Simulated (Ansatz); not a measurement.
**Relaxing Fe**

Computed with DFT PBE, scalar-relativistic, plane waves, PAW in Ansatz 0.2.0. Cutoff 420 eV, Γ-centred k mesh, Gaussian smearing, collinear spin, first started from parallel moments.

A relaxed cell is given with its space group left out.

```
Fe
1.0
     3.41056    0.00000    0.00000
     0.00000    3.41056    0.00000
     0.00000    0.00000    3.41056
Fe
3
Direct
  0.00000 0.00000 0.50000
  0.00000 0.50000 0.00000
  0.50000 0.00000 0.00000
```

Energies count from the standard state of Fe at the same level.

Q: What space group does it have?

A: Pm-3m (No. 221). Conventional cell: a = 3.411 Å. Around Fe lie 8 Fe at 2.41 Å.

Q: How far above the standard state of Fe does it lie?

A: 0.70 eV/atom.

Q: Is it a metal?

A: Yes, bands cross the Fermi level on the 14×14×14 mesh.

Q: What net moment does it keep?

A: 1.97 μB per atom, with site moments up to 1.96 μB.

The final run used a 14×14×14 mesh on its 3-atom cell and 0.10 eV smearing. The k mesh leaves about 4 meV/atom of noise in metals. The cell came from a trial start, so Fe may not exist in this structure.